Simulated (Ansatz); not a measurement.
The system is Si.

```xyz
2
Lattice="4.1209 0.0000 0.0000 -2.0605 3.5688 0.0000 0.0000 0.0000 2.6548" Properties=species:S:1:pos:R:3 pbc="T T T"
Si    0.0000    2.3792    1.3274
Si    2.0605    1.1896    1.3274
```

The cell was built by a generator and needn't be a form met in nature.

Base run:

| Quantity | Value |
| --- | --- |
| Program | Ansatz 0.2.0 |
| Functional | BLYP |
| Potentials or basis | Ansatz PAW |
| Cutoff | 420 eV (not typed: the program's choice for these potentials) |
| k mesh | 8 × 8 × 10 |
| Occupations | fermi-dirac, width 0.05 eV |
| Spin | no spin polarisation |

Its results: band gap on the k mesh none (metal or under the smearing width); pressure 4.1 GPa.

**Question.** After a change of settings the same cell gave: band gap on the k mesh none (metal or under the smearing width); pressure 1.1 GPa. Which change was it?
A. functional from BLYP to revPBE
B. functional from BLYP to r2SCAN; cutoff from 420 eV (not typed: the program's choice for these potentials) to 500 eV (not typed: the program's choice for these potentials)
C. functional from BLYP to PBEsol

**Answer.** A.

Caveats: the PAW data sets come from PBE, with cores solved anew for the run's functional, which leaves a small shift of forces and pressure.

Runs at the PBE level aren't shown here.
